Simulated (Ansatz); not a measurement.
# HfSi2: the cost of one run

Program: Ansatz 0.2.0. Level of theory: DFT PBE, scalar-relativistic, plane waves, PAW. These are calculated values, not measurements.

5 further runs of the same task are left out: 5 that didn't finish.

## (1) Starting point

It takes space group Fd-3m (No. 227, cubic). Conventional cell: a = 5.470 Å, b = 5.470 Å, c = 5.470 Å, α = 90.00°, β = 90.00°, γ = 90.00°. Si (site symmetry -43m) has 4 Si at 2.37 Å as nearest neighbours.

Structure file:

```xyz
2
Lattice="0.0000 2.7350 2.7350 2.7350 0.0000 2.7350 2.7350 2.7350 0.0000" Properties=species:S:1:pos:R:3 pbc="T T T"
Si    4.1026    4.1026    4.1026
Si    2.7350    2.7350    2.7350
```

It goes back to an entry of the Materials Project.

This cell was relaxed beforehand with the same method: volume 20.46 Å³/atom, gap on the mesh 0.65 eV.

## (2) The second crystal, HfSi2

Symmetry: Cmcm, No. 63, orthorhombic system. The conventional cell has a = 3.647 Å, b = 14.592 Å, c = 3.649 Å, α = 90.00°, β = 90.00°, γ = 90.00°. Around Hf (site symmetry m2m) lie 10 Si at 2.69 to 2.95 Å. Around Si (site symmetry m2m) lie 4 Si at 2.58 Å and 4 Hf at 2.78 to 2.79 Å. Around Si (site symmetry m2m) lie 2 Si at 2.39 Å and 6 Hf at 2.69 to 2.95 Å.

## (3) A first look at the start (HfSi2)

Contents of input.yaml:

```yaml
crystal:
  lattice:
    - [1.82338784, -7.29594448, 0.0]
    - [1.82338784, 7.29594448, 0.0]
    - [0.0, 0.0, 3.64860584]
  atoms:
    - { symbol: Hf, position: [0.89426345, 0.10573655, 0.25] }
    - { symbol: Hf, position: [0.10573655, 0.89426345, 0.75] }
    - { symbol: Si, position: [0.25020797, 0.74979203, 0.25] }
    - { symbol: Si, position: [0.74979203, 0.25020797, 0.75] }
    - { symbol: Si, position: [0.4471721, 0.5528279, 0.75] }
    - { symbol: Si, position: [0.5528279, 0.4471721, 0.25] }
basis:
  ecutwfc: 420
kpoints:
  mp_grid: { grid: [6, 6, 6] }
hamiltonian:
  xc: pbe
scf:
  occupations: { method: gaussian, width: 0.1 }
output:
  forces: true
  stress: true
  eigenvalues: true
```

The run is started by

```sh
$ ansatz run input.yaml --threads 4 --pin off --max-ram 8192MiB --backend cpu --events-out ev --progress --plain --runs-dir out
```

Q: Estimate wall time and peak memory on 4 threads of Arm Neoverse V2, shared host.

About 2.6 s, with a peak of 0.5 GiB.
